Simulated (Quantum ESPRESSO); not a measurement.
Crystal: BAs.

```
CELL_PARAMETERS angstrom
0.00000 2.38850 2.38850
2.38850 0.00000 2.38850
2.38850 2.38850 0.00000
ATOMIC_POSITIONS crystal
As 0.75000 0.75000 0.75000
B 0.00000 0.00000 0.00000
```

* Program: Quantum ESPRESSO 7.5
* Task: phonons
* Functional: PBE
* Potentials or basis: SG15 PBE 1.2
* Cutoff: 952 eV
* Density cutoff: 3810 eV
* k mesh: 6 × 6 × 6, shifted
* Occupations: fermi-dirac, width 0.05 eV
* Spin: no spin polarisation
* Mixing beta: 0.5
* Most SCF iterations: 120
* SCF threshold: 4e-10 Ry

The first run showed a gap, so the response started from a second, tighter run with fixed occupations.

Question: How polar is the lattice: what are the Born charges, the two dielectric constants and the LO-TO splitting?

Answer: Born charges ±0.52 e; dielectric constants 9.78 (electrons alone) and 9.89 (static); transverse and longitudinal modes at 690 and 694 cm⁻¹.
